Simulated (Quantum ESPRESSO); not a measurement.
# Os (P6_3/mmc) in Quantum ESPRESSO: a series of runs, part 3 of 3

Quantum ESPRESSO 7.5. Earlier steps stand in the parts before.

### Step 5. Phonons, PBE, target pressure 20 GPa, at which the enthalpy is minimised

Contents of pw.in:

```
&CONTROL
  calculation = 'scf'
  prefix = 'pwscf'
  outdir = './tmp'
  pseudo_dir = './pseudo'
  tprnfor = .true.
  tstress = .true.
  disk_io = 'low'
/
&SYSTEM
  ibrav = 0
  celldm(1) = 8
  nat = 2
  ntyp = 1
  ecutwfc = 45
  ecutrho = 360
  nbnd = 24
  occupations = 'smearing'
  smearing = 'mv'
  degauss = 0.01469973
/
&ELECTRONS
  conv_thr = 4d-10
  electron_maxstep = 120
  mixing_beta = 0.5
/
ATOMIC_SPECIES
Os   190.2300 os_pbe_v1.2.uspp.F.UPF
CELL_PARAMETERS alat
  0.6458375246674   0.0000000000000   0.0000000000000
 -0.3229187623337   0.5593117030823   0.0000000000000
  0.0000000000000   0.0000000000000   1.0203812425682
ATOMIC_POSITIONS crystal
Os     0.6666666667    0.3333333333    0.7500000000
Os     0.3333333333    0.6666666667    0.2500000000
K_POINTS automatic
9 9 5 0 0 0
```

Contents of relax.in:

```
&CONTROL
  calculation = 'vc-relax'
  prefix = 'pwscf'
  outdir = './tmp'
  pseudo_dir = './pseudo'
  tprnfor = .true.
  tstress = .true.
  disk_io = 'low'
  nstep = 40
  forc_conv_thr = 0.0001
  etot_conv_thr = 1d-06
/
&SYSTEM
  ibrav = 0
  celldm(1) = 8
  nat = 2
  ntyp = 1
  ecutwfc = 45
  ecutrho = 360
  nbnd = 24
  occupations = 'smearing'
  smearing = 'mv'
  degauss = 0.01469973
/
&ELECTRONS
  conv_thr = 4d-10
  electron_maxstep = 120
  mixing_beta = 0.5
/
&IONS
  ion_dynamics = 'bfgs'
/
&CELL
  cell_dynamics = 'bfgs'
  press = 200
  press_conv_thr = 0.2
/
ATOMIC_SPECIES
Os   190.2300 os_pbe_v1.2.uspp.F.UPF
CELL_PARAMETERS alat
  0.6458375246692   0.0000000000000   0.0000000000000
 -0.3229187623346   0.5593117030808   0.0000000000000
  0.0000000000000   0.0000000000000   1.0203812425682
ATOMIC_POSITIONS crystal
Os     0.6666666666    0.3333333332    0.7500000000
Os     0.3333333332    0.6666666666    0.2500000000
K_POINTS automatic
9 9 5 0 0 0
```

Contents of scf2.in:

```
&CONTROL
  calculation = 'scf'
  prefix = 'pwscf'
  outdir = './tmp'
  pseudo_dir = './pseudo'
  tprnfor = .true.
  tstress = .true.
  disk_io = 'low'
/
&SYSTEM
  ibrav = 0
  celldm(1) = 8
  nat = 2
  ntyp = 1
  ecutwfc = 45
  ecutrho = 360
  nbnd = 24
  occupations = 'smearing'
  smearing = 'mv'
  degauss = 0.01469973
/
&ELECTRONS
  conv_thr = 1d-13
  electron_maxstep = 120
  mixing_beta = 0.5
  startingpot = 'file'
  startingwfc = 'file'
/
ATOMIC_SPECIES
Os   190.2300 os_pbe_v1.2.uspp.F.UPF
CELL_PARAMETERS alat
  0.6396061650590  -0.0000000000000   0.0000000000000
 -0.3198030825295   0.5539151873582   0.0000000000000
  0.0000000000000   0.0000000000000   1.0133576469543
ATOMIC_POSITIONS crystal
Os     0.6666666665    0.3333333331    0.7500000000
Os     0.3333333331    0.6666666665    0.2500000000
K_POINTS automatic
9 9 5 0 0 0
```

Contents of ph.in:

```
phonons of Os
&INPUTPH
  prefix = 'pwscf'
  outdir = './tmp'
  tr2_ph = 1d-18
  fildyn = 'dyn'
  niter_ph = 90
  alpha_mix(1) = 0.4
/
0.0000000000 0.0000000000 0.0000000000
```

Contents of dynmat.in:

```
&INPUT
  fildyn = 'dyn'
  asr = 'crystal'
  filout = 'dynmat.disp'
  fileig = 'dynmat.eig'
/
```

Potentials or basis: GBRV 1.5 PBE.

Launch:

```console
OMP_NUM_THREADS=1 pw.x -in pw.in > pw.out
OMP_NUM_THREADS=1 pw.x -in relax.in > relax.out
OMP_NUM_THREADS=1 pw.x -in scf2.in > scf2.out
OMP_NUM_THREADS=1 ph.x -in ph.in > ph.out
OMP_NUM_THREADS=1 dynmat.x -in dynmat.in > dynmat.out
```

pw.out:

```text
This program is part of the open-source Quantum ESPRESSO suite
     for quantum simulation of materials; please cite
[... 9 lines left out ...]
     --------------------
     sticks:   dense  smooth     PW     G-vecs:    dense   smooth      PW
     Sum         661     337    109                21793     7631    1387

     Using Slab Decomposition

     bravais-lattice index     =            0
     lattice parameter (alat)  =       8.0000  a.u.
     unit-cell volume          =     188.7164 (a.u.)^3
     number of atoms/cell      =            2
     number of atomic types    =            1
     number of electrons       =        32.00
     number of Kohn-Sham states=           24
     kinetic-energy cutoff     =      45.0000  Ry
     charge density cutoff     =     360.0000  Ry
     scf convergence threshold =      4.0E-10
     mixing beta               =       0.5000
     number of iterations used =            8  plain     mixing
     Exchange-correlation= SLA  PW   PBE  PBE
                           (   1   4   3   4   0   0   0)

     celldm(1)=   8.000000  celldm(2)=   0.000000  celldm(3)=   0.000000
     celldm(4)=   0.000000  celldm(5)=   0.000000  celldm(6)=   0.000000

     crystal axes: (cart. coord. in units of alat)
               a(1) = (   0.645838   0.000000   0.000000 )
               a(2) = (  -0.322919   0.559312   0.000000 )
               a(3) = (   0.000000   0.000000   1.020381 )

     reciprocal axes: (cart. coord. in units 2 pi/alat)
               b(1) = (  1.548377  0.893956 -0.000000 )
               b(2) = (  0.000000  1.787912  0.000000 )
               b(3) = (  0.000000 -0.000000  0.980026 )

     PseudoPot. # 1 for Os read from file:
     os_pbe_v1.2.uspp.F.UPF
     Pseudo is Ultrasoft + core correction, Zval = 16.0
[... 72 lines left out ...]
     negative rho (up, down):  2.580E-01 0.000E+00
     Starting wfcs are   26 randomized atomic wfcs

     Self-consistent Calculation

     iteration #  1     ecut=    45.00 Ry     beta= 0.50
     Davidson diagonalization with overlap
     ethr =  1.00E-02,  avg # of iterations =  4.0

     negative rho (up, down):  2.603E-01 0.000E+00
[... 67 lines left out ...]
     iteration #  9     ecut=    45.00 Ry     beta= 0.50
     Davidson diagonalization with overlap
     ethr =  7.74E-12,  avg # of iterations =  2.0

     negative rho (up, down):  2.550E-01 0.000E+00

     End of self-consistent calculation

          k = 0.0000 0.0000 0.0000 (   977 PWs)   bands (ev):

   -60.2979 -60.1820 -20.2408 -19.3192 -19.3192 -19.1415 -19.1415 -19.0736
    15.4622  18.6150  23.3628  23.3628  23.6305  24.2064  24.2064  24.8705
    24.8705  26.4284  28.1254  28.1254  35.4470  39.7222  42.1580  43.4108
[... 207 lines left out ...]
   -60.1751 -60.1751 -19.9950 -19.9950 -19.8061 -19.6920 -19.3027 -19.3027
    20.6162  20.6162  21.0516  21.7165  22.9735  22.9735  24.8622  25.5488
    28.0722  28.0722  33.9829  33.9829  36.6348  36.6348  36.8790  38.5188

     the Fermi energy is    26.6053 ev

!    total energy              =    -397.16023601 Ry
     estimated scf accuracy    <          4.9E-11 Ry
     smearing contrib. (-TS)   =      -0.00030989 Ry
     internal energy E=F+TS    =    -397.15992612 Ry

     The total energy is F=E-TS. E is the sum of the following terms:
     one-electron contribution =     -41.66171981 Ry
     hartree contribution      =      44.26453129 Ry
     xc contribution           =     -75.00307687 Ry
     ewald contribution        =    -324.75966073 Ry

     convergence has been achieved in   9 iterations

     negative rho (up, down):  2.550E-01 0.000E+00

     Forces acting on atoms (cartesian axes, Ry/au):

     atom    1 type  1   force =     0.00000000    0.00000000    0.00000000
     atom    2 type  1   force =    -0.00000000   -0.00000000    0.00000000

     Total force =     0.000000     Total SCF correction =     0.000000

     Computing stress (Cartesian axis) and pressure

     negative rho (up, down):  2.550E-01 0.000E+00
          total   stress  (Ry/bohr**3)                   (kbar)     P=       78.46
   0.00050438   0.00000000  -0.00000000           74.20        0.00       -0.00
   0.00000000   0.00050438  -0.00000000            0.00       74.20       -0.00
  -0.00000000  -0.00000000   0.00059137           -0.00       -0.00       86.99

=------------------------------------------------------------------------------=
   JOB DONE.
=------------------------------------------------------------------------------=
```

relax.out:

```text
This program is part of the open-source Quantum ESPRESSO suite
     for quantum simulation of materials; please cite
[... 9 lines left out ...]
     --------------------
     sticks:   dense  smooth     PW     G-vecs:    dense   smooth      PW
     Sum         661     337    109                21793     7631    1387
[... 2235 lines left out ...]
   0.00136131  -0.00000000   0.00000000          200.26       -0.00        0.00
  -0.00000000   0.00136131   0.00000000           -0.00      200.26        0.00
   0.00000000   0.00000000   0.00136152            0.00        0.00      200.29

=------------------------------------------------------------------------------=
   JOB DONE.
=------------------------------------------------------------------------------=
```

scf2.out:

```text
This program is part of the open-source Quantum ESPRESSO suite
     for quantum simulation of materials; please cite
[... 9 lines left out ...]
     --------------------
     sticks:   dense  smooth     PW     G-vecs:    dense   smooth      PW
     Sum         649     313    109                21169     7475    1387
[... 367 lines left out ...]
   0.00136133   0.00000000   0.00000000          200.26        0.00        0.00
   0.00000000   0.00136133  -0.00000000            0.00      200.26       -0.00
   0.00000000   0.00000000   0.00136153            0.00        0.00      200.29

=------------------------------------------------------------------------------=
   JOB DONE.
=------------------------------------------------------------------------------=
```

Run time: 7.5 min. Hardware: 1 thread of Intel Xeon Platinum 8259CL at 2.50GHz (Skylake/Cascade Lake), shared host; peak memory 0.25 GiB.

Results:

```yaml
Free_energy: -5403.5768 eV
Relaxed_volume: 13.62 Å³/atom
Relaxed_cell: a = 2.708 Å, b = 2.708 Å, c = 4.290 Å, α = 90.00°, β = 90.00°, γ = 120.00°
Space_group_after_relaxing_to_0.05_Å: P6_3/mmc (No. 194)
Pressure_after_relaxing: 20.0 GPa
Band_gap_on_the_k_mesh: none (metal or under the smearing width)
Highest_phonon_frequency_at_Γ: 247 cm⁻¹
```

The path:
```tsv
step	energy change (eV)	largest force (eV/Å)	pressure (GPa)	volume (Å³)
1	0.0000	0.0000	7.85	27.96
2	0.2405	0.0000	39.44	26.27
3	0.0599	0.0000	19.67	27.26
4	0.0624	0.0000	20.02	27.24
5	0.0622	0.0000	20.00	27.24
```

Final structure:
```yaml
crystal:
  lattice:
    - [2.70772, 0.00000, 0.00000]
    - [-1.35386, 2.34495, 0.00000]
    - [0.00000, 0.00000, 4.28997]
  atoms:
    - { symbol: Os, position: [0.66667, 0.33333, 0.75000] }
    - { symbol: Os, position: [0.33333, 0.66667, 0.25000] }
```

Levels at points of the mesh, in eV from the Fermi level:
| k point | band 12 | band 13 | band 14 | band 15 | band 16 | band 17 | band 18 | band 19 | band 20 | band 21 |
| --- | --- | --- | --- | --- | --- | --- | --- | --- | --- | --- |
| (0.00, 0.00, 0.00) | -3.38 | -3.13 | -2.50 | -2.50 | -1.78 | -1.78 | -0.21 | 1.57 | 1.57 | 9.10 |

Phonon frequencies in cm⁻¹ (negative: imaginary):
| q point | frequencies |
| --- | --- |
| (0.000, 0.000, 0.000) | 0 0 1 178 178 247 |

Optical modes at Γ, degenerate ones joined:
| cm⁻¹ | components | symmetry | active in |
| --- | --- | --- | --- |
| 178 | 2 | E2g | Raman |
| 247 | 1 | B1g | silent |

Caveat: the mesh is thin for the phonons of a metal; the cell is more than 3 GPa from zero pressure, which shifts response properties.

### Step 6. Overview

| cell | gap on the mesh (eV) | pressure (GPa) |
| --- | --- | --- |
| relaxed | none | 0.0 |
| relaxed to 5 GPa | none | 5.0 |
| relaxed to 10 GPa | none | 10.0 |
| relaxed to 20 GPa | none | 20.0 |

Alike in all rows: task phonons; level PBE; potentials or basis GBRV 1.5 PBE; no spin polarisation; k mesh 9 × 9 × 5; cutoff (eV) 612; smearing cold 0.2 eV.

Caveats: the mesh is thin for the phonons of a metal; the cell is more than 3 GPa from zero pressure, which shifts response properties (some runs).

Absolute energies hang on the potentials; compare differences alone.
